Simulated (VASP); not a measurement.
# BaTiO3 (P4mm) in VASP: further runs

Aim: see how the results for BaTiO3 move with the level of theory and the settings. Levels: PBEsol, r2SCAN. Tasks: single point.

Everything below comes from runs of VASP 6.6.1. Logs are shortened: lines on timing, memory, paths and dates and some standing lists are left out, and cuts for length are marked.

## 1. The crystal as given

The structure is tetragonal, space group P4mm (No. 99). The conventional cell has a = 3.967 Å, b = 3.967 Å, c = 4.066 Å, α = 90.00°, β = 90.00°, γ = 90.00°. Around Ba (site symmetry 4mm) lie 12 O at 2.79 to 2.89 Å. Ti (site symmetry 4mm) is surrounded by 5 O at 1.84 to 1.99 Å. Around O (site symmetry 2mm) lie 2 Ti at 1.99 Å. O (site symmetry 4mm) is surrounded by 1 Ti at 1.84 Å.

The cell is a database's computed one.

## 2. Single point, PBEsol

Contents of INCAR:

```
SYSTEM = BaTiO3
PREC     = Accurate       ! precision mode
ENCUT    = 700            ! plane-wave cutoff, eV
EDIFF    = 1E-7           ! SCF threshold, eV
ISMEAR   = 0              ! smearing method
SIGMA    = 0.02           ! smearing width, eV
LREAL    = .False.        ! projectors in reciprocal space
LASPH    = .True.         ! aspherical terms in the spheres
NELM     = 60             ! most SCF steps
ALGO     = Normal         ! electronic algorithm
ISIF     = 2              ! what is computed and relaxed
LWAVE    = .False.        ! write WAVECAR
LCHARG   = .False.        ! write CHGCAR
GGA      = PS             ! functional
```

Contents of KPOINTS:

```
Automatic mesh
0
Gamma
  8 8 8
  0 0 0
```

Contents of POSCAR:

```
BaTiO3
1.0
    3.9665800000      0.0000000000      0.0000000000
    0.0000000000      3.9665800000      0.0000000000
    0.0000000000      0.0000000000      4.0656500000
Ba Ti O
1 1 3
Direct
    0.5000000000      0.5000000000      0.5821900000
    0.0000000000      0.0000000000      0.0986100000
    0.0000000000      0.5000000000      0.0638500000
    0.5000000000      0.0000000000      0.0638500000
    0.0000000000      1.0000000000      0.5515000000
```

Potentials or basis: VASP PAW PBE potentials, release 64 (Ba_sv, Ti_sv, O).

Launch:

```
cat potpaw_PBE.64/Ba_sv/POTCAR potpaw_PBE.64/Ti_sv/POTCAR potpaw_PBE.64/O/POTCAR > POTCAR
mpirun -np 1 vasp_std > vasp.out
```

OUTCAR:

```text
SYSTEM = BaTiO3
   PREC = Accurate
   ENCUT = 700
   EDIFF = 1E-7
   ISMEAR = 0
   LREAL = .False.
   LASPH = .True.
   NELM = 60
   ISIF = 2
   GGA = PS

 ion  position               nearest neighbor table
   1  0.500  0.500  0.582-   3 2.79   4 2.79   4 2.79   3 2.79   5 2.81   5 2.81   5 2.81   5 2.81
                             3 2.89   4 2.89   3 2.89   4 2.89   2 3.43   2 3.43   2 3.43   2 3.43
   2  0.000  0.000  0.099-   5 1.84   4 1.99   3 1.99   3 1.99   4 1.99   5 2.22   1 3.43   1 3.43
                             1 3.43   1 3.43   1 3.50   1 3.50   1 3.50   1 3.50
   3  0.000  0.500  0.064-   2 1.99   2 1.99   1 2.79   1 2.79   1 2.89   1 2.89
   4  0.500  0.000  0.064-   2 1.99   2 1.99   1 2.79   1 2.79   1 2.89   1 2.89
   5  0.000  0.000  0.551-   2 1.84   2 2.22   1 2.81   1 2.81   1 2.81   1 2.81

  LATTYP: Found a simple tetragonal cell.
 ALAT       =     3.9665800000
 C/A-ratio  =     1.0249761760

  Lattice vectors:

 A1 = (   3.9665800000,   0.0000000000,   0.0000000000)
 A2 = (   0.0000000000,   3.9665800000,   0.0000000000)
 A3 = (   0.0000000000,   0.0000000000,   4.0656500000)

Analysis of symmetry for initial positions (statically):
=====================================================================
 Subroutine PRICEL returns:
 Original cell was already a primitive cell.

 Routine SETGRP: Setting up the symmetry group for a
 simple tetragonal supercell.

 Subroutine GETGRP returns: Found  8 space group operations
 (whereof  8 operations were pure point group operations)
 out of a pool of 16 trial point group operations.

The static configuration has the point symmetry C_4v.

Analysis of symmetry for dynamics (positions and initial velocities):
=====================================================================
 Subroutine PRICEL returns:
 Original cell was already a primitive cell.

 Routine SETGRP: Setting up the symmetry group for a
 simple tetragonal supercell.

 Subroutine GETGRP returns: Found  8 space group operations
 (whereof  8 operations were pure point group operations)
 out of a pool of 16 trial point group operations.

The dynamic configuration has the point symmetry C_4v.

 Subroutine INISYM returns: Found  8 space group operations
 (whereof  8 operations are pure point group operations),
 and found     1 'primitive' translations

----------------------------------------------------------------------------------------

                                     Primitive cell

  volume of cell :      63.9679

  direct lattice vectors                    reciprocal lattice vectors
     3.966580000  0.000000000  0.000000000     0.252106349  0.000000000  0.000000000
     0.000000000  3.966580000  0.000000000     0.000000000  0.252106349  0.000000000
     0.000000000  0.000000000  4.065650000     0.000000000  0.000000000  0.245963130

  length of vectors
     3.966580000  3.966580000  4.065650000     0.252106349  0.252106349  0.245963130

  position of ions in fractional coordinates (direct lattice)
     0.500000000  0.500000000  0.582190000
     0.000000000  0.000000000  0.098610000
     0.000000000  0.500000000  0.063850000
     0.500000000  0.000000000  0.063850000
     0.000000000  0.000000000  0.551500000

  ion indices of the primitive-cell ions
   primitive index   ion index
                 1           1
                 2           2
                 3           3
                 4           4
                 5           5

----------------------------------------------------------------------------------------

 KPOINTS: Automatic mesh

Automatic generation of k-mesh.
 Grid dimensions read from file:
 generate k-points for:    8    8    8

 Generating k-lattice:

  Cartesian coordinates                     Fractional coordinates (reciprocal lattice)
     0.031513294  0.000000000  0.000000000     0.125000000  0.000000000  0.000000000
     0.000000000  0.031513294  0.000000000     0.000000000  0.125000000  0.000000000
     0.000000000  0.000000000  0.030745391     0.000000000  0.000000000  0.125000000

  Length of vectors
     0.031513294  0.031513294  0.030745391

  Shift w.r.t. Gamma in fractional coordinates (k-lattice)
     0.000000000  0.000000000  0.000000000

 Subroutine IBZKPT returns following result:
 ===========================================

 Found     75 irreducible k-points:

 Following reciprocal coordinates:
            Coordinates               Weight
  0.000000  0.000000  0.000000      1.000000
  0.125000  0.000000  0.000000      4.000000
  0.250000  0.000000  0.000000      4.000000
  0.375000  0.000000  0.000000      4.000000
  0.500000  0.000000  0.000000      2.000000
  0.125000  0.125000  0.000000      4.000000
[... 16 lines left out ...]
  0.375000  0.125000  0.125000     16.000000
  0.500000  0.125000  0.125000      8.000000
 [... further k-points ...]
   k-points           NKPTS =     75   k-points in BZ     NKDIM =     75   number of bands    NBANDS=     24
   number of dos      NEDOS =    301   number of ions     NIONS =      5
   total plane-waves  NPLWV =  46656
   dimension x,y,z NGX =    36 NGY =   36 NGZ =   36
   dimension x,y,z NGXF=    72 NGYF=   72 NGZF=   72
   ions per type =               1   1   3
   NGX,Y,Z   is equivalent  to a cutoff of  15.09, 15.09, 14.72 a.u.
   NGXF,Y,Z  is equivalent  to a cutoff of  30.18, 30.18, 29.44 a.u.
 SYSTEM =  BaTiO3
   PREC   = accura    normal or accurate (medium, high low for compatibility)
   ISTART =      0    job   : 0-new  1-cont  2-samecut
   ICHARG =      2    charge: 1-file 2-atom 10-const
   ISPIN  =      1    spin polarized calculation?
   LNONCOLLINEAR =      F non collinear calculations
   LSORBIT =      F    spin-orbit coupling
   LASPH  =      T    aspherical Exc in radial PAW
   ENCUT  =  700.0 eV  51.45 Ry    7.17 a.u.   8.56  8.56  8.77*2*pi/ulx,y,z
   NELM   =     60;   NELMIN=  2; NELMDL= -5     # of ELM steps
   EDIFF  = 0.1E-06   stopping-criterion for ELM
   LREAL  =      F    real-space projection
   EDIFFG = 0.1E-05   stopping-criterion for IOM
   NSW    =      0    number of steps for IOM
   IBRION =     -1    ionic relax: 0-MD 1-quasi-New 2-CG
   NFREE  =      0    steps in history (QN), initial steepest desc. (CG)
   ISIF   =      2    stress and relaxation
   ISYM   =      2    0-nonsym 1-usesym 2-fastsym
   POTIM  = 0.5000    time-step for ionic-motion
   TEBEG  =    0.0;   TEEND  =   0.0 temperature during run
   PSTRESS=    0.0 pullay stress
   NELECT =      40.0000    total number of electrons
   NUPDOWN=      -1.0000    fix difference up-down
   EMIN   =  10.00;   EMAX   =-10.00  energy-range for DOS
   EFERMI =   0.00;   METHOD = LEGACY
   ISMEAR =     0;   SIGMA  =   0.02  broadening in eV -4-tet -1-fermi 0-gaus
   EFERMI_NEDOS =   21; number of points for ismear=-14 and -15
   IALGO  =     38    algorithm
   IMIX   =      4    mixing-type and parameters
     AMIX     =   0.40;   BMIX     =  1.00
     AMIX_MAG =   1.60;   BMIX_MAG =  1.00
  volume/ion in A,a.u.               =      12.79        86.34
  Fermi-wavevector in a.u.,A,eV,Ry     =   1.399933  2.645490 26.664879  1.959813
  Thomas-Fermi vector in A             =   2.522944
   LORBIT       =      0    0 simple, 1 ext, 2 COOP (PROOUT), +10 PAW based schemes
   GGA     = PS    functional components
   LHFCALC =     F    Hartree Fock is set to
   AEXX    =    0.0000 exact exchange contribution
   IVDW    =     0    specifies the selected vdW correction
   LEPSILON=     F    determine dielectric tensor
   LRPA    =     F    only Hartree local field effects (RPA)
 non-spin polarized calculation
 Gauss-broadening in eV      SIGMA  =   0.02
  energy-cutoff  :      700.00
  volume of cell :       63.97
 maximum number of plane-waves:      2719
 NGX is ok and might be reduce to    36
   NGX = 17   NGY = 17   NGZ = 17

 number of electron      40.0000005 magnetization

 Free energy of the ion-electron system (eV)
  ---------------------------------------------------
  ext. energy  EPLUGINS =         0.00000000
  ---------------------------------------------------
  free energy    TOTEN  =       -42.01583194 eV

  energy without entropy =      -42.01583194  energy(sigma->0) =      -42.01583194

 E-fermi :   3.9976     XC(G=0): -11.5174

 val. band max:        3.8172332069   @ k =   0.5000   0.5000   0.5000
 cond. band min:       5.5830355992   @ k =   0.0000   0.0000   0.0000
 fundamental gap:      1.7658023923
 Fermi energy:         3.9975905639

 k-point     1 :       0.0000    0.0000    0.0000
  band No.  band energies     occupation
      1     -52.4631      2.00000
      2     -28.8693      2.00000
      3     -28.7922      2.00000
      4     -28.7922      2.00000
      5     -21.0768      2.00000
      6     -13.1104      2.00000
[... 16 lines left out ...]
     23       5.9808      0.00000
     24       7.9660      0.00000

 k-point     2 :       0.1250    0.0000    0.0000
  band No.  band energies     occupation
      1     -52.4629      2.00000
      2     -28.8690      2.00000
      3     -28.8011      2.00000
      4     -28.7919      2.00000
      5     -21.0579      2.00000
      6     -13.1203      2.00000
[... 16 lines left out ...]
     23       6.1032      0.00000
     24       8.0458      0.00000

 k-point     3 :       0.2500    0.0000    0.0000
  band No.  band energies     occupation
      1     -52.4625      2.00000
      2     -28.8681      2.00000
      3     -28.8225      2.00000
      4     -28.7910      2.00000
      5     -21.0118      2.00000
      6     -13.1940      2.00000
[... 16 lines left out ...]
     23       6.6068      0.00000
     24       8.0435      0.00000

 k-point     4 :       0.3750    0.0000    0.0000
  band No.  band energies     occupation
      1     -52.4620      2.00000
      2     -28.8672      2.00000
      3     -28.8438      2.00000
      4     -28.7902      2.00000
      5     -20.9646      2.00000
      6     -13.3098      2.00000
[... 16 lines left out ...]
     23       7.1856      0.00000
     24       8.0259      0.00000

 k-point     5 :       0.5000    0.0000    0.0000
  band No.  band energies     occupation
      1     -52.4618      2.00000
      2     -28.8668      2.00000
      3     -28.8526      2.00000
      4     -28.7898      2.00000
      5     -20.9447      2.00000
      6     -13.3641      2.00000
[... 16 lines left out ...]
     23       7.4467      0.00000
     24       8.0052      0.00000

 k-point     6 :       0.1250    0.1250    0.0000
  band No.  band energies     occupation
      1     -52.4627      2.00000
      2     -28.8686      2.00000
      3     -28.8010      2.00000
      4     -28.8005      2.00000
      5     -21.0400      2.00000
      6     -13.1163      2.00000
[... 16 lines left out ...]
     23       6.1802      0.00000
     24       8.2504      0.00000
[... 379 lines left out ...]
 k-point    21 :       0.1250    0.1250    0.1250
  band No.  band energies     occupation
      1     -52.4626      2.00000
      2     -28.8753      2.00000
      3     -28.8007      2.00000
      4     -28.8002      2.00000
      5     -21.0258      2.00000
      6     -13.0989      2.00000
[... 16 lines left out ...]
     23       6.3235      0.00000
     24       8.6481      0.00000

 k-point    22 :       0.2500    0.1250    0.1250
  band No.  band energies     occupation
      1     -52.4622      2.00000
      2     -28.8743      2.00000
      3     -28.8217      2.00000
      4     -28.7995      2.00000
      5     -20.9839      2.00000
      6     -13.1119      2.00000
[... 16 lines left out ...]
     23       6.7183      0.00000
     24       8.6288      0.00000

 k-point    23 :       0.3750    0.1250    0.1250
  band No.  band energies     occupation
      1     -52.4617      2.00000
      2     -28.8734      2.00000
      3     -28.8428      2.00000
      4     -28.7986      2.00000
      5     -20.9412      2.00000
      6     -13.1804      2.00000
[... 16 lines left out ...]
     23       7.2313      0.00000
     24       8.6017      0.00000

 k-point    24 :       0.5000    0.1250    0.1250
  band No.  band energies     occupation
      1     -52.4615      2.00000
      2     -28.8730      2.00000
      3     -28.8516      2.00000
      4     -28.7983      2.00000
      5     -20.9232      2.00000
      6     -13.2189      2.00000
[... 16 lines left out ...]
     23       7.4681      0.00000
     24       8.5804      0.00000

 [... further k-points ...]

------------------------ aborting loop because EDIFF is reached ----------------------------------------

  FORCE on cell =-STRESS in cart. coord.  units (eV):
  Direction    XX          YY          ZZ          XY          YZ          ZX
  --------------------------------------------------------------------------------------
  -------------------------------------------------------------------------------------
  Total        0.0078599      0.0078599     -0.0054960      0.0000000      0.0000000      0.0000000
  in kB        0.1968636      0.1968636     -0.1376563      0.0000000      0.0000000      0.0000000
  external PRESSURE =       0.0853570 kB  Pullay stress =       0.0000000 kB

 VOLUME and BASIS-vectors are now :
 -----------------------------------------------------------------------------
  energy-cutoff  :      700.00
  volume of cell :       63.97
      direct lattice vectors                 reciprocal lattice vectors
     3.966580000  0.000000000  0.000000000     0.252106349  0.000000000  0.000000000
     0.000000000  3.966580000  0.000000000     0.000000000  0.252106349  0.000000000
     0.000000000  0.000000000  4.065650000     0.000000000  0.000000000  0.245963130

 POSITION                                       TOTAL-FORCE (eV/Angst)
 -----------------------------------------------------------------------------------
      1.98329      1.98329      2.36698         0.000000     -0.000000     -0.003158
      0.00000      0.00000      0.40091         0.000000      0.000000      0.007902
      0.00000      1.98329      0.25959         0.000000      0.000000     -0.000299
      1.98329      0.00000      0.25959         0.000000     -0.000000     -0.000299
      0.00000      0.00000      2.24221         0.000000     -0.000000     -0.004146
 -----------------------------------------------------------------------------------
    total drift:                                0.000000      0.000000     -0.000147

  FREE ENERGIE OF THE ION-ELECTRON SYSTEM (eV)
  ---------------------------------------------------
  free  energy   TOTEN  =       -42.0158319417 eV

  energy  without entropy=      -42.0158319417  energy(sigma->0) =      -42.01583194
```

Wall time 69 s (1 thread of Intel Xeon 6975P-C (Granite Rapids), shared host); peak memory 0.34 GiB.

Results:

```yaml
Free_energy: -42.0158 eV
Pressure: 0.0 GPa
Largest_force: 0.008 eV/Å
Band_gap_on_the_k_mesh: 1.77 eV, indirect (least direct gap 2.19 eV)
```

Forces in eV/Å, atoms in the order of the input:
```
Ba   0.000  0.000 -0.003
Ti   0.000  0.000  0.008
O    0.000  0.000  0.000
O    0.000  0.000  0.000
O    0.000  0.000 -0.004
```

Caveat: the PAW data sets were made with another functional, which shifts forces and pressure a little; spin-orbit coupling is left out, which moves the levels of the heavy elements. Expect the measured gap to be larger: semilocal functionals such as PBEsol lack the derivative discontinuity.

## 3. Single point, PBEsol

INCAR: that of step 2 with these lines changed.

```diff
@@ -2,3 +2,3 @@
 PREC     = Accurate       ! precision mode
-ENCUT    = 700            ! plane-wave cutoff, eV
+ENCUT    = 520            ! plane-wave cutoff, eV
 EDIFF    = 1E-7           ! SCF threshold, eV
```

Contents of KPOINTS:

```
Automatic mesh
0
Gamma
  10 10 10
  0 0 0
```

POSCAR is that of step 2.

Potentials or basis: VASP PAW PBE potentials, release 64 (Ba_sv, Ti_sv, O).

Launch:

```
cat potpaw_PBE.64/Ba_sv/POTCAR potpaw_PBE.64/Ti_sv/POTCAR potpaw_PBE.64/O/POTCAR > POTCAR
mpirun -np 1 vasp_std > vasp.out
```

Run time: 87 s. Hardware: 1 thread of Intel Xeon 6975P-C (Granite Rapids), shared host; peak memory 0.32 GiB.

Results (log left out):

| Quantity | Value |
| --- | --- |
| Free energy | -42.0019 eV |
| Pressure | 0.2 GPa |
| Largest force | 0.003 eV/Å |
| Band gap on the k mesh | 1.76 eV, indirect (least direct gap 2.19 eV) |

Forces in eV/Å, atoms in the order of the input:
```
Ba   0.000  0.000 -0.003
Ti   0.000  0.000  0.001
O    0.000  0.000 -0.001
O    0.000  0.000 -0.001
O    0.000  0.000  0.003
```

Levels at points of the mesh, in eV from the valence-band top:
| k point | band 18 | band 19 | band 20 | band 21 | band 22 | band 23 |
| --- | --- | --- | --- | --- | --- | --- |
| (0.00, 0.00, 0.00) | -0.54 | -0.43 | -0.43 | 1.76 | 2.16 | 2.16 |
| (0.50, 0.00, 0.00) | -1.77 | -1.23 | -1.05 | 2.29 | 3.56 | 3.63 |
| (0.50, 0.50, 0.00) | -1.05 | -1.05 | -0.08 | 3.66 | 3.66 | 4.02 |
| (0.00, 0.00, 0.50) | -2.07 | -0.74 | -0.74 | 1.92 | 3.57 | 3.57 |
| (0.50, 0.00, 0.50) | -1.02 | -0.98 | -0.33 | 3.58 | 3.60 | 3.93 |
| (0.50, 0.50, 0.50) | -0.24 | -0.24 | 0.00 | 4.20 | 4.20 | 4.25 |

Caveat: the PAW data sets were made with another functional, which shifts forces and pressure a little; spin-orbit coupling is left out, which moves the levels of the heavy elements. A k mesh can miss the band edges.

## 4. Single point, PBEsol

INCAR: that of step 3 with these lines changed.

```diff
@@ -5,3 +5,3 @@
 ISMEAR   = 0              ! smearing method
-SIGMA    = 0.02           ! smearing width, eV
+SIGMA    = 0.5            ! smearing width, eV
 LREAL    = .False.        ! projectors in reciprocal space
```

Contents of KPOINTS:

```
Automatic mesh
0
Gamma
  8 8 8
  0 0 0
```

POSCAR is that of step 3.

Launch:

```
cat potpaw_PBE.64/Ba_sv/POTCAR potpaw_PBE.64/Ti_sv/POTCAR potpaw_PBE.64/O/POTCAR > POTCAR
mpirun -np 1 vasp_std > vasp.out
```

Wall time 54 s (1 thread of Intel Xeon 6975P-C (Granite Rapids), shared host); peak memory 0.25 GiB.

The run converged. Its results:

```
Free energy            : -42.0019 eV
Pressure               : 0.2 GPa
Largest force          : 0.003 eV/Å
Band gap on the k mesh : 1.76 eV, indirect (least direct gap 2.19 eV)
```

Forces in eV/Å, atoms in the order of the input:
```
Ba   0.000  0.000 -0.003
Ti   0.000  0.000  0.001
O    0.000  0.000 -0.001
O    0.000  0.000 -0.001
O    0.000  0.000  0.003
```

Levels at points of the mesh, in eV from the valence-band top:
| k point | band 18 | band 19 | band 20 | band 21 | band 22 | band 23 |
| --- | --- | --- | --- | --- | --- | --- |
| (0.00, 0.00, 0.00) | -0.54 | -0.43 | -0.43 | 1.76 | 2.16 | 2.16 |
| (0.50, 0.00, 0.00) | -1.77 | -1.23 | -1.05 | 2.29 | 3.56 | 3.63 |
| (0.50, 0.50, 0.00) | -1.05 | -1.05 | -0.08 | 3.66 | 3.66 | 4.02 |
| (0.00, 0.00, 0.50) | -2.07 | -0.74 | -0.74 | 1.92 | 3.57 | 3.57 |
| (0.50, 0.00, 0.50) | -1.02 | -0.98 | -0.32 | 3.58 | 3.60 | 3.93 |
| (0.50, 0.50, 0.50) | -0.24 | -0.24 | 0.00 | 4.20 | 4.20 | 4.25 |

Caveat: the PAW data sets were made with another functional, which shifts forces and pressure a little; spin-orbit coupling is left out, which moves the levels of the heavy elements. PBEsol gaps usually lie below the measured ones, often by a third to a half.

(Continued in part 2 of 2.)
